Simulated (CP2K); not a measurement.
# PbO2 under changes of volume

One of the cells (14.176 Å³/atom); the others are scaled copies at fixed shape and fractional positions:

```xyz
6
Lattice="4.9950 0.0000 0.0000 0.0000 4.9950 0.0000 0.0000 0.0000 3.4090" Properties=species:S:1:pos:R:3 pbc="T T T"
Pb    2.4975    2.4975    1.7045
Pb    0.0000    0.0000    0.0000
O     3.4594    3.4594    0.0000
O     4.0331    0.9619    1.7045
O     0.9619    4.0331    1.7045
O     1.5356    1.5356    0.0000
```

The cell is a database's computed one.

```yaml
Program: CP2K 2026.2
Functional: PBE
Potentials_or_basis: POTENTIAL_UZH Pb GTH-PBE-q4, O GTH-PBE-q6; TZVP-MOLOPT-PBE-GTH basis
Density_cutoff: 8163 eV
k_mesh: 6 × 6 × 8
Occupations: fermi-dirac, width 0.05 eV
Spin: no spin polarisation
```

```tsv
volume (Å³/atom)	energy over the lowest point (meV/atom)	pressure (GPa)	largest force (eV/Å)
13.325	98.23	19.9	0.212
13.609	66.81	15.7	0.154
13.892	42.37	12.0	0.101
14.176	24.12	8.8	0.054
14.459	11.37	5.8	0.063
14.743	?	?	?
15.026	0.00	0.9	0.143
```

Task: What does the run at 14.743 Å³/atom give?

Result: Energy over the lowest point 3.51 meV/atom; pressure 3.2 GPa; largest force 0.104 eV/Å.

Worked out: A Birch-Murnaghan fit of order 3 (a polynomial in V^(-2/3)) to the other rows has its minimum at 15.14 Å³/atom, just outside them, with B0 = V·E''(V) = 112 GPa and B' = 5.2 at fixed shape and positions, which overstates the stiffness. It gives 3.50 meV/atom at 14.743 Å³/atom, against the run's 3.51, and -dE/dV = 3.2 GPa, against 3.2.

Energies are extrapolated to zero smearing.

Caveats: the basis of atomic orbitals isn't converged, which shifts pressures, moduli and gaps.
